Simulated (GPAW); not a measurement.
# Fe (Im-3m) in GPAW: notebook

Aim: see how the results for Fe move with the level of theory and the settings. Levels: BLYP, PBE. Tasks: relaxation of cell and atoms, single point.

All numbers are computed with GPAW 26.7.0; they aren't measurements. Logs are shortened: lines on timing, memory, paths and dates and some standing lists are left out, and cuts for length are marked. The log counts tension as positive stress, the text compression.

## (1) Starting point

It takes space group Im-3m (No. 229, cubic). The conventional cell has a = 2.886 Å, b = 2.886 Å, c = 2.886 Å, α = 90.00°, β = 90.00°, γ = 90.00°. Fe (site symmetry m-3m) is surrounded by 8 Fe at 2.50 Å.

## (2) Relaxation of cell and atoms, BLYP, collinear spin, ferromagnetic start

Contents of run.py:

```python
from ase.filters import FrechetCellFilter
from ase.io import read, write
from ase.optimize import LBFGS
from gpaw import GPAW, PW, setup_paths

setup_paths.insert(0, '.')

atoms = read('Fe.xyz')
atoms.set_initial_magnetic_moments([3.0])

calc = GPAW(mode=PW(600),
            xc='BLYP',
            kpts={'size': (13, 13, 13), 'gamma': True},
            occupations={'name': 'fermi-dirac', 'width': 0.05},
            nbands=12,
            convergence={'density': 1e-05, 'forces': 0.0001},
            eigensolver='davidson',
            maxiter=150,
            txt='gpaw.txt')
atoms.calc = calc
opt = LBFGS(FrechetCellFilter(atoms), trajectory='relax.traj', logfile='-')
done = opt.run(fmax=0.02, steps=40)
calc.write('gs.gpw')
write('result.traj', atoms)
print('Converged:', done)
print('Cell:', atoms.cell.cellpar().round(4))
print('Volume:', round(atoms.get_volume(), 4))
print(atoms.get_scaled_positions().round(5))
```

Contents of Fe.xyz:

```xyz
1
Lattice="-1.4430000000 1.4430000000 1.4430000000 1.4430000000 -1.4430000000 1.4430000000 1.4430000000 1.4430000000 -1.4430000000" Properties=species:S:1:pos:R:3 pbc="T T T"
Fe     0.0000000000      0.0000000000      0.0000000000
```

Potentials or basis: PAW data sets generated in the run's folder for this functional, pw.

The run is started by

```bash
$ gpaw-setup -f BLYP Fe
$ OMP_NUM_THREADS=1 python run.py
```

gpaw.txt:

```text
__  _  _
 | _ |_)|_||  |
 |__||  | ||/\| - 26.7.0

Input parameters:
  mode=PW(ecut=600.0),
  convergence={'density': 1e-05, 'forces': 0.0001},
  eigensolver=Davidson(niter=2),
  kpts=MonkhorstPack(size=(13, 13, 13), gamma=True),
  maxiter=150,
  nbands=12,
  occupations=Occupations(name='fermi-dirac', width=0.05),
  xc=XC(name='BLYP')

Diagonalizing LCAO Hamiltonian
Converting LCAO to pw mode

       Fe

Atoms  # Å, Bohr magnetons
|   | symbol |        x |        y |        z |    initial magnetic moments |
|---|--------|----------|----------|----------|-----------------------------|
| 0 |     Fe | 0.000000 | 0.000000 | 0.000000 | ( 0.0000,  0.0000,  3.0000) |

Unit cell  # Å
| periodic |         x |         y |         z |  lengths |     angles |
|----------|-----------|-----------|-----------|----------|------------|
|      yes | -1.443000 |  1.443000 |  1.443000 | 2.499349 | 109.471221 |
|      yes |  1.443000 | -1.443000 |  1.443000 | 2.499349 | 109.471221 |
|      yes |  1.443000 |  1.443000 | -1.443000 | 2.499349 | 109.471221 |
[... 163 lines left out ...]
SCF iterations
|iter     | |      energy | eigst |  dens |force |  magmom |
|---------|-|-------------|-------|-------|------|---------|
|iter:   1| |   -7.792395 | +0.15 |       |      |  +3.0054|
|iter:   2| |   -7.811722 | -1.26 | -1.10 |      |  +2.9804|
|iter:   3| |   -7.944858 | -1.74 | -1.12 |      |  +2.5926|
|iter:   4| |   -7.916047 | -2.08 | -1.30 |      |  +2.6164|
|iter:   5| |   -7.935865 | -2.38 | -1.34 |      |  +2.3701|
|iter:   6| |   -7.939633 | -3.20 | -1.94 |      |  +2.2319|
|iter:   7| |   -7.941780 | -3.37 | -1.84 |      |  +2.1688|
|iter:   8| |   -7.941932c| -3.93 | -2.34 |      |  +2.1755|
|iter:   9| |   -7.941917c| -5.19 | -2.55 |      |  +2.1767|
|iter:  10| |   -7.941901c| -4.90 | -2.77 |      |  +2.1813|
|iter:  11| |   -7.941899c| -6.20 | -4.12 |      |  +2.1818|
|iter:  12| |   -7.941899c| -6.88 | -5.09c|      |  +2.1818|
|iter:  13| |   -7.941899c| -7.44c| -5.27c|      |  +2.1818|
|iter:  14| |   -7.941899c| -8.22c| -5.30c|-22.84c|  +2.1818|

Converged in 14 steps
Energy contributions relative to reference atoms: (reference = -34628.273194)
[... 39 lines left out ...]
No gap
No difference between direct/indirect transitions

Stress tensor  # eV/Ang^3
|        x |         y |         z |
|----------|-----------|-----------|
| 0.019593 |  0.000000 |  0.000000 |
| 0.000000 |  0.019593 | -0.000000 |
| 0.000000 | -0.000000 |  0.019593 |

Forces  # eV/Ang
|       x |        y |       z |
|---------|----------|---------|
| 0.00000 | -0.00000 | 0.00000 |  # Fe   0

Interpolating wave functions to new cell

       Fe

Atoms  # Å, Bohr magnetons
|   | symbol |        x |         y |        z |    initial magnetic moments |
|---|--------|----------|-----------|----------|-----------------------------|
| 0 |     Fe | 0.000000 | -0.000000 | 0.000000 | ( 0.0000,  0.0000,  2.2257) |

Unit cell  # Å
| periodic |         x |         y |         z |  lengths |     angles |
|----------|-----------|-----------|-----------|----------|------------|
|      yes | -1.438154 |  1.438154 |  1.438154 | 2.490956 | 109.471221 |
|      yes |  1.438154 | -1.438154 |  1.438154 | 2.490956 | 109.471221 |
|      yes |  1.438154 |  1.438154 | -1.438154 | 2.490956 | 109.471221 |
[... 163 lines left out ...]
SCF iterations
|iter     | |      energy | eigst |  dens |force |  magmom |
|---------|-|-------------|-------|-------|------|---------|
|iter:   1| |   -7.946304 |       |       |      |  +2.1818|
|iter:   2| |   -7.945342 | -4.49 | -1.88 |      |  +2.1807|
|iter:   3| |   -7.943494c| -3.29 | -1.95 |      |  +2.1734|
|iter:   4| |   -7.943533c| -4.83 | -2.72 |      |  +2.1712|
|iter:   5| |   -7.943611c| -4.45 | -2.83 |      |  +2.1639|
|iter:   6| |   -7.943614c| -5.28 | -3.36 |      |  +2.1628|
|iter:   7| |   -7.943622c| -6.36 | -3.60 |      |  +2.1608|
|iter:   8| |   -7.943623c| -7.28 | -4.33 |      |  +2.1607|
|iter:   9| |   -7.943623c| -7.76c| -4.31 |      |  +2.1605|
|iter:  10| |   -7.943623c| -8.70c| -5.54c|      |  +2.1605|
|iter:  11| |   -7.943623c| -9.17c| -5.93c|-23.54c|  +2.1605|

Converged in 11 steps
Energy contributions relative to reference atoms: (reference = -34628.273194)
[... 39 lines left out ...]
No gap
No difference between direct/indirect transitions

Stress tensor  # eV/Ang^3
|         x |        y |         z |
|-----------|----------|-----------|
|  0.010012 | 0.000000 | -0.000000 |
|  0.000000 | 0.010012 |  0.000000 |
| -0.000000 | 0.000000 |  0.010012 |

Forces  # eV/Ang
|        x |        y |       z |
|----------|----------|---------|
| -0.00000 | -0.00000 | 0.00000 |  # Fe   0

Interpolating wave functions to new cell

       Fe

Atoms  # Å, Bohr magnetons
|   | symbol |        x |         y |        z |    initial magnetic moments |
|---|--------|----------|-----------|----------|-----------------------------|
| 0 |     Fe | 0.000000 | -0.000000 | 0.000000 | ( 0.0000,  0.0000,  2.2041) |

Unit cell  # Å
| periodic |         x |         y |         z |  lengths |     angles |
|----------|-----------|-----------|-----------|----------|------------|
|      yes | -1.433209 |  1.433209 |  1.433209 | 2.482391 | 109.471221 |
|      yes |  1.433209 | -1.433209 |  1.433209 | 2.482391 | 109.471221 |
|      yes |  1.433209 |  1.433209 | -1.433209 | 2.482391 | 109.471221 |
[... 163 lines left out ...]
SCF iterations
|iter     | |      energy | eigst |  dens |force |  magmom |
|---------|-|-------------|-------|-------|------|---------|
|iter:   1| |   -7.946796 |       |       |      |  +2.1605|
|iter:   2| |   -7.945842 | -4.48 | -1.89 |      |  +2.1596|
|iter:   3| |   -7.943990c| -3.29 | -1.96 |      |  +2.1531|
|iter:   4| |   -7.944027c| -4.82 | -2.73 |      |  +2.1511|
|iter:   5| |   -7.944099c| -4.45 | -2.84 |      |  +2.1447|
|iter:   6| |   -7.944101c| -5.26 | -3.41 |      |  +2.1437|
|iter:   7| |   -7.944107c| -6.25 | -3.64 |      |  +2.1420|
|iter:   8| |   -7.944108c| -7.13 | -4.39 |      |  +2.1420|
|iter:   9| |   -7.944108c| -7.69c| -4.35 |      |  +2.1419|
|iter:  10| |   -7.944108c| -8.52c| -5.56c|      |  +2.1419|
|iter:  11| |   -7.944108c| -8.95c| -5.94c|-23.18c|  +2.1419|

Converged in 11 steps
Energy contributions relative to reference atoms: (reference = -34628.273194)
[... 39 lines left out ...]
No gap
No difference between direct/indirect transitions

Stress tensor  # eV/Ang^3
|         x |         y |         z |
|-----------|-----------|-----------|
| -0.000692 | -0.000000 |  0.000000 |
| -0.000000 | -0.000692 | -0.000000 |
|  0.000000 | -0.000000 | -0.000692 |

Forces  # eV/Ang
|        x |        y |        z |
|----------|----------|----------|
| -0.00000 | -0.00000 | -0.00000 |  # Fe   0

# Writing to gs.gpw (mode='')
```

It took 54 s on 1 thread of Arm Neoverse V1, shared host; peak memory 0.16 GiB.

Results:

```yaml
Free_energy: -7.9487 eV
Relaxed_volume: 11.78 Å³/atom
Relaxed_cell: a = 2.482 Å, b = 2.482 Å, c = 2.482 Å, α = 109.47°, β = 109.47°, γ = 109.47°
Space_group_after_relaxing_to_0.05_Å: Im-3m (No. 229)
Energy_gained_by_relaxing: 2.2 meV/atom
Ionic_steps: 3
Pressure_after_relaxing: 0.1 GPa
Band_gap_on_the_k_mesh: none (metal or under the smearing width)
Net_moment: 2.14 μB per cell
Site_moments: Fe +2.18 μB
```

Step by step:
```csv
step,energy change (eV),largest force (eV/Å),pressure (GPa),volume (Å³)
1,0.0000,0.0000,-3.14,12.02
2,-0.0017,0.0000,-1.60,11.90
3,-0.0022,0.0000,0.11,11.78
```

Final structure:
```
Fe
1.0
    -1.43321    1.43321    1.43321
     1.43321   -1.43321    1.43321
     1.43321    1.43321   -1.43321
Fe
1
Direct
  0.00000 0.00000 0.00000
```

Caveat: each step starts from the last one's moments, so a moment once lost doesn't come back; later steps reuse the first step's grids.

## (3) Single point, PBE, collinear spin, ferromagnetic start

Contents of run.py:

```python
from ase import Atoms
from ase.dft.bandgap import bandgap
from ase.io import write
from ase.units import GPa
from gpaw import GPAW, PW

atoms = Atoms(['Fe'],
              cell=[[-1.443, 1.443, 1.443],
                    [1.443, -1.443, 1.443],
                    [1.443, 1.443, -1.443]],
              scaled_positions=[[0.0, 0.0, 0.0]],
              pbc=True)
atoms.set_initial_magnetic_moments([3.0])

calc = GPAW(mode=PW(600),
            xc='PBE',
            kpts={'size': (13, 13, 13), 'gamma': True},
            occupations={'name': 'methfessel-paxton', 'order': 0, 'width': 0.012},
            nbands=12,
            convergence={'density': 1e-05, 'energy': 1e-05},
            maxiter=150,
            txt='gpaw.txt')
atoms.calc = calc
energy = atoms.get_potential_energy()
forces = atoms.get_forces()
stress = atoms.get_stress()
calc.write('gs.gpw')
write('result.traj', atoms)
print(f'Energy: {energy:.6f} eV')
print('Forces (eV/A):')
print(forces.round(4))
print('Stress (GPa):', (stress / GPa).round(3))
print('Moments:', calc.get_magnetic_moments().round(3))
print('Fermi level:', round(calc.get_fermi_level(), 4), 'eV')
print(f'Gap: {bandgap(calc)[0]:.4f} eV, direct: {bandgap(calc, direct=True)[0]:.4f} eV')
```

Potentials or basis: GPAW PAW data sets (gpaw-data 1.2.1), pw.

The run is started by

```bash
$ OMP_NUM_THREADS=1 python run.py
```

gpaw.txt:

```text
__  _  _
 | _ |_)|_||  |
 |__||  | ||/\| - 26.7.0

Input parameters:
  mode=PW(ecut=600.0),
  convergence={'density': 1e-05, 'energy': 1e-05},
  kpts=MonkhorstPack(size=(13, 13, 13), gamma=True),
  maxiter=150,
  nbands=12,
  occupations=Occupations(name='methfessel-paxton', order=0, width=0.012),
  xc=XC(name='PBE')

Diagonalizing LCAO Hamiltonian
Converting LCAO to pw mode

       Fe

Atoms  # Å, Bohr magnetons
|   | symbol |        x |        y |        z |    initial magnetic moments |
|---|--------|----------|----------|----------|-----------------------------|
| 0 |     Fe | 0.000000 | 0.000000 | 0.000000 | ( 0.0000,  0.0000,  3.0000) |

Unit cell  # Å
| periodic |         x |         y |         z |  lengths |     angles |
|----------|-----------|-----------|-----------|----------|------------|
[... 199 lines left out ...]

Total magnetic moment: (0.000000, 0.000000, 2.246924)

Local magnetic moments
|        x |        y |        z |
|----------|----------|----------|
| 0.000000 | 0.000000 | 2.293031 |  # Fe   0

Fermi level: 9.303
Eigenvalues  # (at kpt = [0.000, 0.000, 0.000])
| band index |      eig [eV] | occ [0-1] |      eig [eV] | occ [0-1] |
|------------|---------------|-----------|---------------|-----------|
|          0 |         1.123 |     1.000 |         1.253 |     1.000 |
|          1 |         7.134 |     1.000 |         9.109 |     1.000 |
|          2 |         7.134 |     1.000 |         9.109 |     1.000 |
|          3 |         7.134 |     1.000 |         9.109 |     1.000 |
|          4 |         8.233 |     1.000 |        11.059 |     0.000 |
|          5 |         8.233 |     1.000 |        11.059 |     0.000 |
|          6 |        33.713 |     0.000 |        33.361 |     0.000 |
|          7 |        33.713 |     0.000 |        33.361 |     0.000 |
|          8 |        33.713 |     0.000 |        33.361 |     0.000 |
|          9 |        34.870 |     0.000 |        36.591 |     0.000 |
|         10 |        34.870 |     0.000 |        36.614 |     0.000 |
|         11 |        34.870 |     0.000 |        38.248 |     0.000 |

No gap
No difference between direct/indirect transitions

Forces  # eV/Ang
|        x |       y |       z |
|----------|---------|---------|
| -0.00000 | 0.00000 | 0.00000 |  # Fe   0

Stress tensor  # eV/Ang^3
|         x |         y |         z |
|-----------|-----------|-----------|
|  0.050144 | -0.000000 | -0.000000 |
| -0.000000 |  0.050144 | -0.000000 |
| -0.000000 | -0.000000 |  0.050144 |

# Writing to gs.gpw (mode='')
```

stdout:

```text
Energy: -9.008269 eV
Forces (eV/A):
[[-0.  0.  0.]]
Stress (GPa): [ 8.034  8.034  8.034 -0.    -0.    -0.   ]
Moments: [2.293]
Fermi level: 9.3035 eV
Gap: 0.0000 eV, direct: 0.0000 eV
```

It took 25 s on 1 thread of Arm Neoverse V1, shared host; peak memory 0.14 GiB.

Results:

* Free energy: -9.0083 eV
* Pressure: -8.0 GPa
* Band gap on the k mesh: none (metal or under the smearing width)
* Net moment: 2.25 μB per cell
* Site moments: Fe +2.29 μB
